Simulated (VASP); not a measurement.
**La2O3: single point with PBEsol**

The system is La2O3.

```xyz
5
Lattice="3.9380 0.0000 0.0000 -1.9690 3.4104 0.0000 0.0000 0.0000 6.1360" Properties=species:S:1:pos:R:3 pbc="T T T"
La    0.0000    2.2736    1.5058
La    1.9690    1.1368    4.6302
O     0.0000    2.2736    3.9706
O     1.9690    1.1368    2.1654
O     0.0000    0.0000    0.0000
```

The cell was built by a generator and needn't be a form met in nature.

* Program: VASP 6.6.1
* Task: single point
* Functional: PBEsol
* Potentials or basis: VASP PAW PBE potentials, release 64 (La, O)
* Cutoff: 520 eV
* k mesh: 8 × 8 × 5
* Occupations: gaussian, width 0.05 eV
* Spin: no spin polarisation
* Further INCAR settings: ALGO = Normal; EDIFF = 1e-06

* Pressure: -4.2 GPa
* Largest force: 0.227 eV/Å
* Band gap on the k mesh: 3.83 eV, indirect (least direct gap 3.98 eV)

Forces on the atoms (eV/Å):
```
La   0.000  0.000  0.227
La   0.000  0.000 -0.227
O    0.000  0.000 -0.033
O    0.000  0.000  0.033
O    0.000  0.000  0.000
```

Stress tensor (GPa, compression positive):
```
-4.31  0.00  0.00
 0.00 -4.31  0.00
 0.00  0.00 -4.02
```

Levels at points of the mesh, in eV from the valence-band top:
| k point | band 18 | band 19 | band 20 | band 21 | band 22 | band 23 |
| --- | --- | --- | --- | --- | --- | --- |
| (0.00, 0.00, 0.00) | -0.34 | -0.34 | -0.07 | 4.27 | 4.58 | 4.58 |
| (0.50, 0.00, 0.00) | -0.60 | -0.39 | -0.26 | 3.83 | 4.74 | 5.24 |

It took 95 s on 1 thread of Intel(R) Xeon(R) Platinum 8488C (Sapphire Rapids) (shared host), peak memory 0.25 GiB.

Caveat: the PAW data sets were made with another functional, which shifts forces and pressure a little; spin-orbit coupling is left out, which moves the levels of the heavy elements; an odd mesh through Γ misses points on the zone boundary, where band edges often lie.
